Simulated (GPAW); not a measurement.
# ZnSe (Stilleite) (F-43m) in GPAW: notebook

Runs on ZnSe (Stilleite). Level: PBE. Tasks: equation of state, band structure.

Program: GPAW 26.7.0. These are calculated values, not measurements. Logs are shortened: lines on timing, memory, paths and dates and some standing lists are left out, and cuts for length are marked. The log counts tension as positive stress, the text compression.

**Measured values to compare with.**

From “Alloy Disordering Effects on the Thermal Conductivity and Energy Gap Temperature Dependence of Cd1−xZnxSe Ternary Crystals Grown by the Bridgman Method”, 2023, pmc:10253836, for a bulk crystal of ZnSe at 300 K: band gap 2.695 ± 0.003 eV (an exciton energy, a little under the gap).

The results are compared with them further down.

## (1) Starting point

Symmetry: F-43m, No. 216, cubic system. Conventional cell: a = 5.668 Å, b = 5.668 Å, c = 5.668 Å, α = 90.00°, β = 90.00°, γ = 90.00°. Se (site symmetry -43m) is surrounded by 4 Zn at 2.45 Å. Zn (site symmetry -43m) is surrounded by 4 Se at 2.45 Å.

## (2) Equation of state, PBE

run.py reads:

```python
from ase.eos import EquationOfState
from ase.io import Trajectory, read
from ase.units import GPa
from gpaw import GPAW

atoms = read('ZnSe.cif')

traj = Trajectory('eos.traj', 'w')
volumes, energies = [], []
for x in [0.94, 0.96, 0.98, 1.0, 1.02, 1.04, 1.06]:
    a = atoms.copy()
    a.set_cell(atoms.cell * x**(1 / 3), scale_atoms=True)
    calc = GPAW(mode='fd',
                h=0.16,
                xc='PBE',
                kpts={'size': (7, 7, 7), 'gamma': True},
                occupations={'name': 'fermi-dirac', 'width': 0.05},
                nbands=18,
                convergence={'density': 1e-05, 'energy': 1e-05},
                maxiter=150,
                txt=f'eos-{x:.2f}.txt')
    a.calc = calc
    energies.append(a.get_potential_energy(force_consistent=True))
    volumes.append(a.get_volume())
    calc.write(f'eos-{x:.2f}.gpw')
    traj.write(a)
    print(f'{x:.2f} {volumes[-1]:10.4f} A^3 {energies[-1]:14.6f} eV', flush=True)

v0, e0, B = EquationOfState(volumes, energies, eos='birchmurnaghan').fit()
print(f'V0 = {v0:.4f} A^3, E0 = {e0:.6f} eV, B0 = {B / GPa:.2f} GPa')
```

ZnSe.cif reads:

```cif
data_ZnSe
_cell_length_a 4.00759839
_cell_length_b 4.00759839
_cell_length_c 4.00759839
_cell_angle_alpha 60.00000000
_cell_angle_beta 60.00000000
_cell_angle_gamma 60.00000000
_space_group_name_H-M_alt 'P1'
_space_group_name_Hall 'P 1'
_space_group_IT_number 1
loop_
_space_group_symop_operation_xyz
'x,y,z'
loop_
_atom_site_label
_atom_site_type_symbol
_atom_site_symmetry_multiplicity
_atom_site_Wyckoff_symbol
_atom_site_fract_x
_atom_site_fract_y
_atom_site_fract_z
_atom_site_occupancy
Se1 Se 1 a 0.7500000000 0.7500000000 0.7500000000 1
Zn1 Zn 1 a 0.0000000000 0.0000000000 0.0000000000 1
```

Potentials or basis: GPAW PAW data sets (gpaw-data 1.2.1), fd.

Command:

```console
$ OMP_NUM_THREADS=1 python run.py
```

The log of the run:

```text
__  _  _
 | _ |_)|_||  |
 |__||  | ||/\| - 26.7.0

Input parameters:
  mode=FD(),
  convergence={'density': 1e-05, 'energy': 1e-05},
  h=0.16,
  kpts=MonkhorstPack(size=(7, 7, 7), gamma=True),
  maxiter=150,
  nbands=18,
  occupations=Occupations(name='fermi-dirac', width=0.05),
  xc=XC(name='PBE')

Diagonalizing LCAO Hamiltonian
Converting LCAO to fd mode

                        Se

       Zn

Atoms  # Å, Bohr magnetons
|   | symbol |        x |        y |        z |    initial magnetic moments |
|---|--------|----------|----------|----------|-----------------------------|
| 0 |     Se | 5.888682 | 3.399832 | 2.404044 | ( 0.0000,  0.0000,  0.0000) |
| 1 |     Zn | 0.000000 | 0.000000 | 0.000000 | ( 0.0000,  0.0000,  0.0000) |

Unit cell  # Å
| periodic |        x |        y |        z |  lengths |    angles |
|----------|----------|----------|----------|----------|-----------|
|      yes | 3.925788 | 0.000000 | 0.000000 | 3.925788 | 60.000000 |
|      yes | 1.962894 | 3.399832 | 0.000000 | 3.925788 | 60.000000 |
|      yes | 1.962894 | 1.133277 | 3.205392 | 3.925788 | 60.000000 |

Number of symmetries: 24
Symmetry operations  # r_c * U_cc + t_c -> r_c
|    | kind |            matrix            |
|----|------|------------------------------|
|  0 |  E   |  1, 0, 0,  0, 1, 0,  0, 0, 1 |
|  1 |  σ   |  1, 0, 0,  0, 0, 1,  0, 1, 0 |
|  2 |  σ   |  1, 0,-1,  0, 1,-1,  0, 0,-1 |
|  3 |  C3  |  1, 0,-1,  0, 0,-1,  0, 1,-1 |
|  4 |  C3  |  1,-1, 0,  0,-1, 1,  0,-1, 0 |
|  5 |  σ   |  1,-1, 0,  0,-1, 0,  0,-1, 1 |
|  6 |  σ   |  0, 1, 0,  1, 0, 0,  0, 0, 1 |
|  7 |  C3  |  0, 1, 0,  0, 0, 1,  1, 0, 0 |
|  8 |  C2  |  0, 1,-1,  1, 0,-1,  0, 0,-1 |
|  9 |  S4  |  0, 1,-1,  0, 0,-1,  1, 0,-1 |
| 10 |  C3  |  0, 0, 1,  1, 0, 0,  0, 1, 0 |
| 11 |  σ   |  0, 0, 1,  0, 1, 0,  1, 0, 0 |
| 12 |  S4  |  0, 0,-1,  1, 0,-1,  0, 1,-1 |
| 13 |  C3  |  0, 0,-1,  0, 1,-1,  1, 0,-1 |
| 14 |  S4  |  0,-1, 1,  1,-1, 0,  0,-1, 0 |
| 15 |  C2  |  0,-1, 1,  0,-1, 0,  1,-1, 0 |
| 16 |  C3  |  0,-1, 0,  1,-1, 0,  0,-1, 1 |
| 17 |  S4  |  0,-1, 0,  0,-1, 1,  1,-1, 0 |
| 18 |  S4  | -1, 1, 0, -1, 0, 1, -1, 0, 0 |
| 19 |  C3  | -1, 1, 0, -1, 0, 0, -1, 0, 1 |
| 20 |  C3  | -1, 0, 1, -1, 1, 0, -1, 0, 0 |
| 21 |  S4  | -1, 0, 1, -1, 0, 0, -1, 1, 0 |
| 22 |  σ   | -1, 0, 0, -1, 1, 0, -1, 0, 1 |
| 23 |  C2  | -1, 0, 0, -1, 0, 1, -1, 1, 0 |

BZ-sampling:
  Number of BZ points: 343
  Number of IBZ points: 20

  Monkhorst-Pack size: [7, 7, 7]
  Monkhorst-Pack shift: [0, 0, 0]

K-points  # in reciprocal-cell coordinates
|     |                                coordinates |     weight |
|-----|--------------------------------------------|------------|
|   0 | (  0.00000000,   0.00000000,   0.00000000) | 0.00291545 |
|   1 | (  0.14285714,   0.14285714,   0.00000000) | 0.01749271 |
|   2 | (  0.14285714,   0.14285714,   0.14285714) | 0.02332362 |
|   3 | (  0.28571429,   0.14285714,   0.14285714) | 0.03498542 |
|   4 | (  0.28571429,   0.28571429,   0.00000000) | 0.01749271 |
|   5 | (  0.28571429,   0.28571429,   0.14285714) | 0.06997085 |
|   6 | (  0.28571429,   0.28571429,   0.28571429) | 0.02332362 |
|   7 | (  0.42857143,  -0.28571429,  -0.28571429) | 0.03498542 |
|   8 | (  0.42857143,   0.28571429,  -0.42857143) | 0.13994169 |
|   9 | (  0.42857143,   0.28571429,  -0.28571429) | 0.06997085 |
| ... |                                            |            |
|  19 | (  0.42857143,   0.42857143,   0.42857143) | 0.02332362 |

Uniform wave function grid shape: (np.int64(20), np.int64(20), np.int64(20))
Spin-components: 1 (collinear spins)
Bands:           18
Projectors:      11
Spin-degeneracy: 2
Datatype:        complex128

Parallelization:
  kpt:    1
  domain: 1
  band:   1

Density:
  Valence electrons: 18.0
  Components: 1
  Grid points: [20 20 20]
  Charge: 0.0  # |e|

Potential:
  Grid points: [20 20 20]

species:
  Se:
    name:    Selenium
    Z:       34.0
    valence: 6
    core:    28
    charge:  0.0  # [|e|]
    compensation charges:
      type: gauss
      rc: 0.27  # [Å]
      lmax: 2
    cutoffs:
      filter: 1.77  # [Å]
      core: 2.67  # [Å]
    projectors
    | kind |    occ | energy [eV] | rcut [Å] |
    |------|--------|-------------|----------|
    |   4s |  2.000 |     -17.277 |    0.847 |
    |   4p |  4.000 |      -6.512 |    1.005 |
    |    s |        |       9.935 |    0.847 |
    |    p |        |      20.699 |    1.005 |
    |    d |        |       0.000 |    0.847 |

    Using partial waves for Se as LCAO basis

  Zn:
    name:    Zinc
    Z:       30.0
    valence: 12
    core:    18
    charge:  0.0  # [|e|]
    compensation charges:
      type: gauss
      rc: 0.37  # [Å]
      lmax: 2
    cutoffs:
      filter: 2.14  # [Å]
      core: 2.28  # [Å]
    projectors
    | kind |    occ | energy [eV] | rcut [Å] |
    |------|--------|-------------|----------|
    |   4s |  2.000 |      -5.977 |    1.286 |
    |   4p |  0.000 |      -1.117 |    1.270 |
    |   3d | 10.000 |     -10.142 |    1.180 |
    |    s |        |      21.234 |    1.286 |
    |    p |        |      26.095 |    1.270 |
    |    d |        |      17.070 |    1.180 |

    Using partial waves for Zn as LCAO basis

Reference energy: -114964.858784  # eV

eigensolver:
  PPCG
  Converge bands: occupied
  niter=2

density mixing:
  MSR1-Mixer
  Pratt-step length: 0.05
  Maximum mixing coefficient: 0.75
  Old densities: 10
  SVD Regularization: 0.005
  Good broyden scale: 1.0
  Trust region scale: 1.0
  Backstep threshold: 4.0
  History deletion threshold: 6.0
  Fourier metric: weight=20.0, sigma=0.015

occupation numbers:
  Fermi-Dirac:
    width: 0.0500  # eV

FastPoissonSolver using
    Stencil: 12*3+1=37 point O(h^6) finite-difference Laplacian
    FFT axes: [np.int64(0), np.int64(1), np.int64(2)]
    FST axes: []

xc functional:
  name: PBE with 2 nearest neighbor stencil
interpolation: tri-quintic # 5. degree polynomial

convergence criteria:
[... 6 lines left out ...]
|iter     | |      energy | eigst |  dens |
|---------|-|-------------|-------|-------|
|iter:   1| |   -6.243452 | +0.32 |       |
|iter:   2| |   -6.204748 | -1.01 | -1.25 |
|iter:   3| |   -6.020987 | -1.26 | -1.29 |
|iter:   4| |   -6.025291 | -1.89 | -1.90 |
|iter:   5| |   -6.026821 | -2.61 | -2.39 |
|iter:   6| |   -6.026906 | -3.75 | -3.31 |
|iter:   7| |   -6.026919c| -4.41 | -3.79 |
|iter:   8| |   -6.026922c| -4.97 | -4.16 |
|iter:   9| |   -6.026922c| -5.67 | -5.03c|
|iter:  10| |   -6.026922c| -6.51 | -5.25c|
|iter:  11| |   -6.026922c| -7.46c| -6.01c|

Converged in 11 steps
Energy contributions relative to reference atoms: (reference = -114964.858784)

Energy contributions:
  Kinetic:          16.864394
  Coulomb:         -14.081599
  Zero:             -0.006485
  External:          0.000000
  Xc:               -8.803232
  Entropy:          -0.000000
  Spinorbit:         0.000000
  ----------------------------
  Free energy:      -6.026922
  Extrapolated:     -6.026922

dipole moment: (-9.600832, -5.543043, -3.919523)  # |e|*Ang

Fermi level: 5.370
Eigenvalues  # (at kpt = [0.000, 0.000, 0.000])
| band index |      eig [eV] | occ [0-2] |
|------------|---------------|-----------|
|          0 |        -9.097 |     2.000 |
|          1 |        -2.198 |     2.000 |
|          2 |        -2.198 |     2.000 |
|          3 |        -2.198 |     2.000 |
|          4 |        -1.775 |     2.000 |
|          5 |        -1.775 |     2.000 |
[... 10 lines left out ...]
|         16 |        17.776 |     0.000 |
|         17 |        17.805 |     0.000 |

Gap: 1.554 eV
Transition (v -> c):
  (s=0, k=0, n=8, [0.00, 0.00, 0.00]) -> (s=0, k=0, n=9, [0.00, 0.00, 0.00])
No difference between direct/indirect transitions
# Writing to eos-0.94.gpw (mode='')
```

It took 2.3 min on 1 thread of Arm Neoverse V2, shared host; peak memory 0.34 GiB.

Results:

```
Equilibrium volume                      : 23.47 Å³/atom
Bulk modulus                            : 59 GPa
Pressure derivative of the bulk modulus : 5.2
```

Energy against volume, from the lowest point:
```
volume (Å³/atom)  energy (meV/atom)
          21.391              40.49
          21.846              23.49
          22.301              11.48
          22.757               3.88
          23.212               0.19
          23.667               0.00
          24.122               2.85
```

Caveat: the real-space grid adds noise to forces.

## (3) Band structure, PBE

run.py reads:

```python
from ase.dft.bandgap import bandgap
from ase.io import read, write
from ase.units import GPa
from gpaw import GPAW, PW

atoms = read('POSCAR')

calc = GPAW(mode=PW(600),
            xc='PBE',
            kpts={'size': (8, 8, 8), 'gamma': True},
            occupations={'name': 'fermi-dirac', 'width': 0.05},
            nbands=18,
            convergence={'density': 1e-05, 'energy': 1e-05},
            maxiter=150,
            txt='gpaw.txt')
atoms.calc = calc
energy = atoms.get_potential_energy()
forces = atoms.get_forces()
stress = atoms.get_stress()
calc.write('gs.gpw')
write('result.traj', atoms)
print(f'Energy: {energy:.6f} eV')
print('Forces (eV/A):')
print(forces.round(4))
print('Stress (GPa):', (stress / GPa).round(3))
print('Fermi level:', round(calc.get_fermi_level(), 4), 'eV')
print(f'Gap: {bandgap(calc)[0]:.4f} eV, direct: {bandgap(calc, direct=True)[0]:.4f} eV')

path = atoms.cell.bandpath('GXWKGLUWLK,UX', npoints=60, eps=1e-4)
bs_calc = calc.fixed_density(kpts=path, symmetry='off', nbands=29,
                             convergence={'bands': 'CBM+6.0', 'eigenstates': 1e-6}, txt='bands.txt')
bs = bs_calc.band_structure()
bs.write('bs.json')
print(f'Gap on the path: {bandgap(bs_calc)[0]:.4f} eV')
```

POSCAR reads:

```
ZnSe
1.0
    0.0000000000      2.8338000000      2.8338000000
    2.8338000000      0.0000000000      2.8338000000
    2.8338000000      2.8338000000      0.0000000000
Se Zn
1 1
Direct
    0.7500000000      0.7500000000      0.7500000000
    0.0000000000      0.0000000000      0.0000000000
```

Potentials or basis: GPAW PAW data sets (gpaw-data 1.2.1), pw.

Command:

```console
$ OMP_NUM_THREADS=1 python run.py
```

It took 46 s on 1 thread of Intel Xeon Platinum 8259CL at 2.50GHz (Skylake/Cascade Lake), shared host; peak memory 0.24 GiB.

It converged, with:

- Free energy: -6.1014 eV
- Pressure: 2.1 GPa
- Band gap on the k mesh: 1.30 eV, direct
- Band gap along the path: 1.30 eV, direct

Levels at the corners of the path, in eV from the valence-band top:
| point | band 5 | band 6 | band 7 | band 8 | band 9 | band 10 | band 11 | band 12 | band 13 |
| --- | --- | --- | --- | --- | --- | --- | --- | --- | --- |
| Γ | -6.15 | -6.15 | 0.00 | 0.00 | 0.00 | 1.30 | 5.81 | 5.81 | 5.81 |
| X | -6.10 | -5.97 | -4.74 | -2.18 | -2.18 | 2.99 | 3.47 | 10.73 | 11.25 |
| W | -6.18 | -5.85 | -4.68 | -2.76 | -2.66 | 5.48 | 5.56 | 6.97 | 7.72 |
| K | -6.13 | -5.88 | -4.71 | -3.08 | -1.79 | 3.59 | 5.60 | 9.05 | 9.27 |
| Γ | -6.15 | -6.15 | 0.00 | 0.00 | 0.00 | 1.30 | 5.81 | 5.81 | 5.81 |
| L | -6.13 | -5.99 | -5.22 | -0.87 | -0.87 | 2.55 | 6.39 | 6.39 | 8.57 |
| U | -6.13 | -5.88 | -4.71 | -3.08 | -1.79 | 3.59 | 5.60 | 9.05 | 9.27 |
| W | -6.18 | -5.85 | -4.68 | -2.76 | -2.66 | 5.48 | 5.56 | 6.97 | 7.72 |
| L | -6.13 | -5.99 | -5.22 | -0.87 | -0.87 | 2.55 | 6.39 | 6.39 | 8.57 |
| K | -6.13 | -5.88 | -4.71 | -3.08 | -1.79 | 3.59 | 5.60 | 9.05 | 9.27 |
| U | -6.13 | -5.88 | -4.71 | -3.08 | -1.79 | 3.59 | 5.60 | 9.05 | 9.27 |
| X | -6.10 | -5.97 | -4.74 | -2.18 | -2.18 | 2.99 | 3.47 | 10.73 | 11.25 |

## (4) Band structure, PBE, spin-orbit coupling, no magnetisation

Changes to run.py since step 3:

```diff
@@ -1 +1,2 @@
+import numpy as np
 from ase.dft.bandgap import bandgap
@@ -4,2 +5,3 @@
 from gpaw import GPAW, PW
+from gpaw.spinorbit import soc_eigenstates
 
@@ -9,3 +11,3 @@
             xc='PBE',
-            kpts={'size': (8, 8, 8), 'gamma': True},
+            kpts={'size': (6, 6, 6), 'gamma': True},
             occupations={'name': 'fermi-dirac', 'width': 0.05},
@@ -28,3 +30,3 @@
 
-path = atoms.cell.bandpath('GXWKGLUWLK,UX', npoints=60, eps=1e-4)
+path = atoms.cell.bandpath('GXWKGLUWLK,UX', npoints=80, eps=1e-4)
 bs_calc = calc.fixed_density(kpts=path, symmetry='off', nbands=29,
@@ -34 +36,7 @@
 print(f'Gap on the path: {bandgap(bs_calc)[0]:.4f} eV')
+
+soc = soc_eigenstates(bs_calc, theta=90, phi=0)
+np.savetxt('soc_bands.dat', soc.eigenvalues(), fmt='%.4f')
+mesh = soc_eigenstates('gs.gpw', theta=90, phi=0)
+np.savetxt('soc_mesh.dat', mesh.eigenvalues(), fmt='%.4f')
+print('Fermi level with spin-orbit coupling:', round(mesh.fermi_level, 4), 'eV')
```

POSCAR is that of step 3.

Command:

```console
$ OMP_NUM_THREADS=1 python run.py
```

Wall time 52 s (1 thread of Intel Xeon Platinum 8259CL at 2.50GHz (Skylake/Cascade Lake), shared host); peak memory 0.27 GiB.

It converged, with:

| Quantity | Value |
| --- | --- |
| Free energy | -6.0962 eV |
| Pressure | 2.1 GPa |
| Band gap on the k mesh | 1.16 eV, direct |
| Band gap along the path | 1.16 eV, direct |

Levels at the corners of the path, in eV from the valence-band top:
```
point  band 16  band 17  band 18  band 19  band 20  band 21
    Γ     0.00     0.00     0.00     1.16     1.16     5.57
    X    -2.41    -2.23    -2.23     2.85     2.85     3.33
    W    -2.83    -2.78    -2.76     5.25     5.35     5.44
    K    -3.16    -1.92    -1.92     3.45     3.46     5.41
    Γ     0.00     0.00     0.00     1.16     1.16     5.57
    L    -1.12    -0.88    -0.88     2.42     2.42     6.22
    U    -3.16    -1.92    -1.92     3.45     3.46     5.41
    W    -2.83    -2.78    -2.76     5.25     5.35     5.44
    L    -1.12    -0.88    -0.88     2.42     2.42     6.22
    K    -3.16    -1.92    -1.92     3.45     3.46     5.41
    U    -3.16    -1.92    -1.92     3.45     3.46     5.41
    X    -2.41    -2.23    -2.23     2.85     2.85     3.33
```

Caveat: spin-orbit coupling was added after a scalar SCF, so levels and gaps hold it while energy, forces, pressure and moments don't; this program's spin-orbit splittings come out too wide for heavy elements.

## (5) The runs side by side

| task | potentials or basis | spin | k mesh | cutoff (eV) | band path | band points | spin axis theta (degrees) | spin axis phi (degrees) | soc after scf | grid spacing | gap on the mesh (eV) | pressure (GPa) |
| --- | --- | --- | --- | --- | --- | --- | --- | --- | --- | --- | --- | --- |
| equation of state | GPAW PAW data sets (gpaw-data 1.2.1), fd | off | 7 × 7 × 7 | - | - | - | - | - | - | 0.16 Å | - | - |
| band structure | GPAW PAW data sets (gpaw-data 1.2.1), pw | off | 8 × 8 × 8 | 600 | GXWKGLUWLK,UX | 60 | - | - | - | - | 1.30 | 2.1 |
| band structure | GPAW PAW data sets (gpaw-data 1.2.1), pw | SOC, no magnetisation | 6 × 6 × 6 | 600 | GXWKGLUWLK,UX | 80 | 90 | 0 | second variation | - | 1.16 | 2.1 |

Alike in all rows: level PBE; cell as given; smearing fermi-dirac 0.05 eV.

Caveats: the real-space grid adds noise to forces (some runs); spin-orbit coupling was added after a scalar SCF, so levels and gaps hold it while energy, forces, pressure and moments don't (some runs); this program's spin-orbit splittings come out too wide for heavy elements (some runs).

Absolute energies hang on the potentials; compare differences alone.

## (6) How close it comes

Step 3. A measured gap of ZnSe is 2.695 eV (an exciton energy, a little under the gap; 300 K; “Alloy Disordering Effects on the Thermal Conductivity and Energy Gap Temperature Dependence of Cd1−xZnxSe Ternary Crystals Grown by the Bridgman Method”, 2023, pmc:10253836); the calculated 1.30 eV misses it by -1.40 eV. So large a miss can be the level of theory's own, or it may mean another phase, state or a wrong row. Spin-orbit coupling on Se is left out. The value is that of PBE, without temperature or zero-point motion. Semilocal functionals fall short of measured gaps as a rule.

Step 4. Measured gap of ZnSe: 2.695 eV (an exciton energy, a little under the gap; 300 K; “Alloy Disordering Effects on the Thermal Conductivity and Energy Gap Temperature Dependence of Cd1−xZnxSe Ternary Crystals Grown by the Bridgman Method”, 2023, pmc:10253836). This calculation gives 1.16 eV (-1.53 eV). So large a miss can be the level of theory's own, or it may mean another phase, state or a wrong row. The value is that of PBE, without temperature or zero-point motion. Semilocal functionals fall short of measured gaps as a rule.
